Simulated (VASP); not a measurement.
# CaS (Fm-3m) in VASP: further runs

The runs below take CaS through single point, relaxation of cell and atoms, with PBE.

Program: VASP 6.6.1. These are calculated values, not measurements. Logs are shortened: lines on timing, memory, paths and dates and some standing lists are left out, and cuts for length are marked.

## Step 1: The crystal as given

It takes space group Fm-3m (No. 225, cubic). Conventional cell: a = 5.686 Å, b = 5.686 Å, c = 5.686 Å, α = 90.00°, β = 90.00°, γ = 90.00°. Around Ca (site symmetry m-3m) lie 6 S at 2.84 Å. S (site symmetry m-3m) is surrounded by 6 Ca at 2.84 Å.

## Step 2: Single point, PBE

File INCAR:

```
SYSTEM = CaS
PREC = Accurate
ENCUT = 520
EDIFF = 1E-6
ISMEAR = 0
SIGMA = 0.1
LREAL = .False.
LASPH = .True.
NELM = 100
ALGO = Normal
ISIF = 2
LWAVE = .False.
LCHARG = .False.
GGA = PE
NBANDS = 15
```

File KPOINTS:

```
Automatic mesh
0
Gamma
  6 6 6
  0 0 0
```

File POSCAR:

```
CaS
1.0
    0.0000000000      2.8430000000      2.8430000000
    2.8430000000      0.0000000000      2.8430000000
    2.8430000000      2.8430000000      0.0000000000
Ca S
1 1
Direct
    0.0000000000      0.0000000000      0.0000000000
    0.5000000000      0.5000000000      0.5000000000
```

Potentials or basis: VASP PAW PBE potentials, release 64 (Ca_sv, S).

Launch:

```
$ cat potpaw_PBE.64/Ca_sv/POTCAR potpaw_PBE.64/S/POTCAR > POTCAR
$ mpirun -np 1 vasp_std > vasp.out
```

OUTCAR:

```text
SYSTEM = CaS
   PREC = Accurate
   ENCUT = 520
   EDIFF = 1E-6
   ISMEAR = 0
   LREAL = .False.
   LASPH = .True.
   NELM = 100
   ISIF = 2
   GGA = PE

 ion  position               nearest neighbor table
   1  0.000  0.000  0.000-   2 2.84   2 2.84   2 2.84   2 2.84   2 2.84   2 2.84
   2  0.500  0.500  0.500-   1 2.84   1 2.84   1 2.84   1 2.84   1 2.84   1 2.84

  LATTYP: Found a face centered cubic cell.
 ALAT       =     5.6860000000

  Lattice vectors:

 A1 = (   0.0000000000,   2.8430000000,   2.8430000000)
 A2 = (   2.8430000000,   0.0000000000,   2.8430000000)
 A3 = (   2.8430000000,   2.8430000000,   0.0000000000)

Analysis of symmetry for initial positions (statically):
=====================================================================
 Subroutine PRICEL returns:
 Original cell was already a primitive cell.

 Routine SETGRP: Setting up the symmetry group for a
 face centered cubic supercell.

 Subroutine GETGRP returns: Found 48 space group operations
 (whereof 48 operations were pure point group operations)
 out of a pool of 48 trial point group operations.

The static configuration has the point symmetry O_h .

Analysis of symmetry for dynamics (positions and initial velocities):
=====================================================================
 Subroutine PRICEL returns:
 Original cell was already a primitive cell.

 Routine SETGRP: Setting up the symmetry group for a
 face centered cubic supercell.

 Subroutine GETGRP returns: Found 48 space group operations
 (whereof 48 operations were pure point group operations)
 out of a pool of 48 trial point group operations.

The dynamic configuration has the point symmetry O_h .

 Subroutine INISYM returns: Found 48 space group operations
 (whereof 48 operations are pure point group operations),
 and found     1 'primitive' translations

----------------------------------------------------------------------------------------

                                     Primitive cell

  volume of cell :      45.9579

  direct lattice vectors                    reciprocal lattice vectors
     0.000000000  2.843000000  2.843000000    -0.175870559  0.175870559  0.175870559
     2.843000000  0.000000000  2.843000000     0.175870559 -0.175870559  0.175870559
     2.843000000  2.843000000  0.000000000     0.175870559  0.175870559 -0.175870559

  length of vectors
     4.020609158  4.020609158  4.020609158     0.304616744  0.304616744  0.304616744

  position of ions in fractional coordinates (direct lattice)
     0.000000000  0.000000000  0.000000000
     0.500000000  0.500000000  0.500000000

  ion indices of the primitive-cell ions
   primitive index   ion index
                 1           1
                 2           2

----------------------------------------------------------------------------------------

 KPOINTS: Automatic mesh

Automatic generation of k-mesh.
 Grid dimensions read from file:
 generate k-points for:    6    6    6

 Generating k-lattice:

  Cartesian coordinates                     Fractional coordinates (reciprocal lattice)
    -0.029311760  0.029311760  0.029311760     0.166666667  0.000000000  0.000000000
     0.029311760 -0.029311760  0.029311760     0.000000000  0.166666667  0.000000000
     0.029311760  0.029311760 -0.029311760     0.000000000  0.000000000  0.166666667

  Length of vectors
     0.050769457  0.050769457  0.050769457

  Shift w.r.t. Gamma in fractional coordinates (k-lattice)
     0.000000000  0.000000000  0.000000000

 Subroutine IBZKPT returns following result:
 ===========================================

 Found     16 irreducible k-points:

 Following reciprocal coordinates:
            Coordinates               Weight
  0.000000  0.000000  0.000000      1.000000
  0.166667  0.000000  0.000000      8.000000
  0.333333  0.000000  0.000000      8.000000
  0.500000  0.000000  0.000000      4.000000
  0.166667  0.166667  0.000000      6.000000
  0.333333  0.166667  0.000000     24.000000
[... 8 lines left out ...]
 -0.333333  0.333333  0.166667     24.000000
 -0.333333  0.500000  0.166667     12.000000
   k-points           NKPTS =     16   k-points in BZ     NKDIM =     16   number of bands    NBANDS=     15
   number of dos      NEDOS =    301   number of ions     NIONS =      2
   total plane-waves  NPLWV =  27000
   dimension x,y,z NGX =    30 NGY =   30 NGZ =   30
   dimension x,y,z NGXF=    60 NGYF=   60 NGZF=   60
   ions per type =               1   1
   NGX,Y,Z   is equivalent  to a cutoff of  12.40, 12.40, 12.40 a.u.
   NGXF,Y,Z  is equivalent  to a cutoff of  24.81, 24.81, 24.81 a.u.
 SYSTEM =  CaS
   PREC   = accura    normal or accurate (medium, high low for compatibility)
   ISTART =      0    job   : 0-new  1-cont  2-samecut
   ICHARG =      2    charge: 1-file 2-atom 10-const
   ISPIN  =      1    spin polarized calculation?
   LNONCOLLINEAR =      F non collinear calculations
   LSORBIT =      F    spin-orbit coupling
   LASPH  =      T    aspherical Exc in radial PAW
   ENCUT  =  520.0 eV  38.22 Ry    6.18 a.u.   7.48  7.48  7.48*2*pi/ulx,y,z
   NELM   =    100;   NELMIN=  2; NELMDL= -5     # of ELM steps
   EDIFF  = 0.1E-05   stopping-criterion for ELM
   LREAL  =      F    real-space projection
   EDIFFG = 0.1E-04   stopping-criterion for IOM
   NSW    =      0    number of steps for IOM
   IBRION =     -1    ionic relax: 0-MD 1-quasi-New 2-CG
   NFREE  =      0    steps in history (QN), initial steepest desc. (CG)
   ISIF   =      2    stress and relaxation
   ISYM   =      2    0-nonsym 1-usesym 2-fastsym
   POTIM  = 0.5000    time-step for ionic-motion
   TEBEG  =    0.0;   TEEND  =   0.0 temperature during run
   PSTRESS=    0.0 pullay stress
   NELECT =      16.0000    total number of electrons
   NUPDOWN=      -1.0000    fix difference up-down
   EMIN   =  10.00;   EMAX   =-10.00  energy-range for DOS
   EFERMI =   0.00;   METHOD = LEGACY
   ISMEAR =     0;   SIGMA  =   0.10  broadening in eV -4-tet -1-fermi 0-gaus
   EFERMI_NEDOS =   21; number of points for ismear=-14 and -15
   IALGO  =     38    algorithm
   IMIX   =      4    mixing-type and parameters
     AMIX     =   0.40;   BMIX     =  1.00
     AMIX_MAG =   1.60;   BMIX_MAG =  1.00
  volume/ion in A,a.u.               =      22.98       155.07
  Fermi-wavevector in a.u.,A,eV,Ry     =   1.151670  2.176340 18.045996  1.326343
  Thomas-Fermi vector in A             =   2.288326
   LORBIT       =      0    0 simple, 1 ext, 2 COOP (PROOUT), +10 PAW based schemes
   GGA     = PE    functional components
   LHFCALC =     F    Hartree Fock is set to
   AEXX    =    0.0000 exact exchange contribution
   IVDW    =     0    specifies the selected vdW correction
   LEPSILON=     F    determine dielectric tensor
   LRPA    =     F    only Hartree local field effects (RPA)
 non-spin polarized calculation
 Gauss-broadening in eV      SIGMA  =   0.10
  energy-cutoff  :      520.00
  volume of cell :       45.96
 maximum number of plane-waves:      1258
 NGX is ok and might be reduce to    30
   NGX = 15   NGY = 15   NGZ = 15

 number of electron      16.0000004 magnetization

 Free energy of the ion-electron system (eV)
  ---------------------------------------------------
  ext. energy  EPLUGINS =         0.00000000
  ---------------------------------------------------
  free energy    TOTEN  =       -10.36228965 eV

  energy without entropy =      -10.36228965  energy(sigma->0) =      -10.36228965

 E-fermi :   3.3265     XC(G=0):  -9.3356

 val. band max:        2.7623489655   @ k =   0.0000   0.0000   0.0000
 cond. band min:       5.1082458205   @ k =   0.5000   0.5000   0.0000
 fundamental gap:      2.3458968550
 Fermi energy:         3.3264802453

 k-point     1 :       0.0000    0.0000    0.0000
  band No.  band energies     occupation
      1     -36.4196      2.00000
      2     -17.4002      2.00000
      3     -17.4002      2.00000
      4     -17.4002      2.00000
      5      -8.5791      2.00000
      6       2.7623      2.00000
      7       2.7623      2.00000
      8       2.7623      2.00000
      9       6.9258      0.00000
     10       6.9258      0.00000
     11       6.9258      0.00000
     12       6.9394      0.00000
     13       7.5237      0.00000
     14       7.5237      0.00000
     15      13.6388      0.00000

 k-point     2 :       0.1667    0.0000    0.0000
  band No.  band energies     occupation
      1     -36.4166      2.00000
      2     -17.4440      2.00000
      3     -17.4036      2.00000
      4     -17.4036      2.00000
      5      -8.3911      2.00000
      6       1.7146      2.00000
      7       2.3916      2.00000
      8       2.3916      2.00000
      9       6.9404      0.00000
     10       7.3173      0.00000
     11       7.3173      0.00000
     12       8.1666      0.00000
     13       8.2295      0.00000
     14       8.2295      0.00000
     15      13.6568      0.00000

 k-point     3 :       0.3333    0.0000    0.0000
  band No.  band energies     occupation
      1     -36.4108      2.00000
      2     -17.5292      2.00000
      3     -17.4103      2.00000
      4     -17.4103      2.00000
      5      -7.9834      2.00000
      6       0.2611      2.00000
      7       1.8266      2.00000
      8       1.8266      2.00000
      9       7.3059      0.00000
     10       8.2526      0.00000
     11       8.2526      0.00000
     12       9.4558      0.00000
     13       9.7509      0.00000
     14       9.7509      0.00000
     15      13.0349      0.00000
[... 199 lines left out ...]
 k-point    15 :      -0.3333    0.3333    0.1667
  band No.  band energies     occupation
      1     -36.4051      2.00000
      2     -17.5192      2.00000
      3     -17.4692      2.00000
      4     -17.4377      2.00000
      5      -7.8130      2.00000
      6       0.4281      2.00000
      7       1.1102      2.00000
      8       1.5133      2.00000
      9       7.6664      0.00000
     10       7.7904      0.00000
     11       9.2652      0.00000
     12       9.4007      0.00000
     13       9.4408      0.00000
     14      11.4542      0.00000
     15      12.1179      0.00000

 k-point    16 :      -0.3333    0.5000    0.1667
  band No.  band energies     occupation
      1     -36.4042      2.00000
      2     -17.5063      2.00000
      3     -17.4686      2.00000
      4     -17.4576      2.00000
      5      -7.8616      2.00000
      6       0.6954      2.00000
      7       1.3518      2.00000
      8       1.3727      2.00000
      9       6.4324      0.00000
     10       8.6793      0.00000
     11       8.6826      0.00000
     12       9.3110      0.00000
     13       9.5759      0.00000
     14      10.6401      0.00000
     15      12.7864      0.00000

------------------------ aborting loop because EDIFF is reached ----------------------------------------

  FORCE on cell =-STRESS in cart. coord.  units (eV):
  Direction    XX          YY          ZZ          XY          YZ          ZX
  --------------------------------------------------------------------------------------
  -------------------------------------------------------------------------------------
  Total        0.2761081      0.2761081      0.2761081      0.0000000     -0.0000000      0.0000000
  in kB        9.6256283      9.6256283      9.6256283      0.0000000     -0.0000000      0.0000000
  external PRESSURE =       9.6256283 kB  Pullay stress =       0.0000000 kB

 VOLUME and BASIS-vectors are now :
 -----------------------------------------------------------------------------
  energy-cutoff  :      520.00
  volume of cell :       45.96
      direct lattice vectors                 reciprocal lattice vectors
     0.000000000  2.843000000  2.843000000    -0.175870559  0.175870559  0.175870559
     2.843000000  0.000000000  2.843000000     0.175870559 -0.175870559  0.175870559
     2.843000000  2.843000000  0.000000000     0.175870559  0.175870559 -0.175870559

 POSITION                                       TOTAL-FORCE (eV/Angst)
 -----------------------------------------------------------------------------------
      0.00000      0.00000      0.00000         0.000000     -0.000000      0.000000
      2.84300      2.84300      2.84300        -0.000000      0.000000     -0.000000
 -----------------------------------------------------------------------------------
    total drift:                               -0.000000      0.000000      0.000000

  FREE ENERGIE OF THE ION-ELECTRON SYSTEM (eV)
  ---------------------------------------------------
  free  energy   TOTEN  =       -10.3622896520 eV

  energy  without entropy=      -10.3622896520  energy(sigma->0) =      -10.36228965
```

Wall time 14 s (1 thread of AMD EPYC 7R13 (Zen 3), shared host); peak memory 0.14 GiB.

What came out:

```
Free energy            : -10.3623 eV
Pressure               : 1.0 GPa
Band gap on the k mesh : 2.35 eV, indirect (least direct gap 3.16 eV)
```

A k mesh can miss the band edges.

## Step 3: Single point, PBE

This run uses another cell than the first one, of 23.30 Å³/atom, 1.014 times its volume.

File INCAR:

```
ALGO = Normal
EDIFF = 1E-7
ENCUT = 520
GGA = PE
ISIF = 2
ISMEAR = 0
LASPH = True
LCHARG = False
LREAL = False
LWAVE = False
NBANDS = 15
NELM = 100
PREC = Accurate
SIGMA = 0.02
```

File KPOINTS:

```
k-points
0
Gamma
  8 8 8
```

File POSCAR:

```
CaS
1.0
    0.0000000000      2.8560320322      2.8560320322
    2.8560320322      0.0000000000      2.8560320322
    2.8560320322      2.8560320322      0.0000000000
Ca S
1 1
Direct
    0.0000000000      0.0000000000      0.0000000000
    0.5000000000      0.5000000000      0.5000000000
```

Potentials or basis: VASP PAW PBE potentials, release 64 (Ca_sv, S).

Launch:

```
$ cat potpaw_PBE.64/Ca_sv/POTCAR potpaw_PBE.64/S/POTCAR > POTCAR
$ mpirun -np 1 vasp_std > vasp.out
```

It took 18 s on 1 thread of Intel Xeon Platinum 8259CL at 2.50GHz (Skylake/Cascade Lake), shared host; peak memory 0.17 GiB.

Results (log left out):

- Free energy: -10.3651 eV
- Pressure: 0.1 GPa
- Band gap on the k mesh: 2.38 eV, indirect (least direct gap 3.18 eV)

Levels at points of the mesh, in eV from the valence-band top:
```csv
k point,band 4,band 5,band 6,band 7,band 8,band 9,band 10,band 11,band 12,band 13
"(0.00, 0.00, 0.00)",-20.21,-11.30,0.00,0.00,0.00,4.09,4.17,4.17,4.17,4.75
"(0.50, 0.00, 0.00)",-20.22,-10.50,-3.06,-1.14,-1.14,5.20,6.03,6.17,6.17,8.09
"(0.50, 0.50, 0.00)",-20.25,-10.68,-2.26,-0.80,-0.80,2.38,5.59,5.97,6.73,6.75
```

A k mesh can miss the band edges. Expect the measured gap to be larger: semilocal functionals such as PBE lack the derivative discontinuity.

## Step 4: Relaxation of cell and atoms, PBE

File INCAR:

```
PREC     = Accurate       # precision mode
ENCUT    = 600            # plane-wave cutoff, eV
EDIFF    = 1E-6           # SCF threshold, eV
ISMEAR   = 0              # smearing method
SIGMA    = 0.02           # smearing width, eV
LREAL    = F              # projectors in reciprocal space
LASPH    = T              # aspherical terms in the spheres
NELM     = 100            # most SCF steps
ALGO     = Normal         # electronic algorithm
ISIF     = 3              # what is computed and relaxed
LWAVE    = F              # write WAVECAR
LCHARG   = F              # write CHGCAR
GGA      = PE             # functional
IBRION   = 2              # ionic algorithm
NSW      = 100            # ionic steps
EDIFFG   = -0.005         # ionic threshold
```

File KPOINTS:

```
Automatic mesh
0
Gamma
  8 8 8
```

File POSCAR:

```
CaS
1.0
    0.0000000000      2.8430000000      2.8430000000
    2.8430000000      0.0000000000      2.8430000000
    2.8430000000      2.8430000000      0.0000000000
Ca S
1 1
Direct
    0.0000000000      0.0000000000      0.0000000000
    0.5000000000      0.5000000000      0.5000000000
```

Launch:

```
$ cat potpaw_PBE.64/Ca_sv/POTCAR potpaw_PBE.64/S/POTCAR > POTCAR
$ mpirun -np 1 vasp_std > vasp.out
```

It took 28 s on 1 thread of Intel Xeon Platinum 8259CL at 2.50GHz (Skylake/Cascade Lake), shared host; peak memory 0.19 GiB.

The run converged. Its results:

- Free energy: -10.3657 eV
- Relaxed volume: 23.37 Å³/atom
- Relaxed cell: a = 4.043 Å, b = 4.043 Å, c = 4.043 Å, α = 60.00°, β = 60.00°, γ = 60.00°
- Space group after relaxing (to 0.05 Å): Fm-3m (No. 225)
- Energy gained by relaxing: 1.2 meV/atom
- Ionic steps: 3
- Pressure after relaxing: 0.0 GPa
- Band gap on the k mesh: 2.38 eV, indirect (least direct gap 3.18 eV)

Step by step:
```tsv
step	energy change (eV)	largest force (eV/Å)	pressure (GPa)	volume (Å³)
1	0.0000	0.0000	0.99	45.96
2	-0.0023	0.0000	-0.21	46.91
3	-0.0024	0.0000	0.00	46.74
```

Final structure:
```xyz
2
Lattice="0.0000 2.8589 2.8589 2.8589 0.0000 2.8589 2.8589 2.8589 0.0000" Properties=species:S:1:pos:R:3 pbc="T T T"
Ca    0.0000    0.0000    0.0000
S     2.8589    2.8589    2.8589
```

Levels at points of the mesh, in eV from the valence-band top:
```
           k point  band 6  band 7  band 8  band 9  band 10  band 11
(0.00, 0.00, 0.00)    0.00    0.00    0.00    4.07     4.17     4.17
(0.50, 0.00, 0.00)   -3.05   -1.13   -1.13    5.20     6.02     6.16
(0.50, 0.50, 0.00)   -2.25   -0.80   -0.80    2.38     5.58     5.96
```

## Step 5: The runs side by side

| task | cell | k mesh | cutoff (eV) | smearing | gap on the mesh (eV) | pressure (GPa) |
| --- | --- | --- | --- | --- | --- | --- |
| single point | Fm-3m, 22.98 Å³/atom | 6 × 6 × 6 | 520 | gaussian 0.1 eV | 2.35 | 1.0 |
| single point | Fm-3m, 23.3 Å³/atom | 8 × 8 × 8 | 520 | gaussian 0.02 eV | 2.38 | 0.1 |
| relaxation of cell and atoms | relaxed | 8 × 8 × 8 | 600 | gaussian 0.02 eV | 2.38 | 0.0 |

Alike in all rows: level PBE; potentials or basis VASP PAW PBE potentials, release 64 (Ca_sv, S); no spin polarisation.

Total energies depend on the potentials used, so only differences within one code and one set of settings carry meaning.
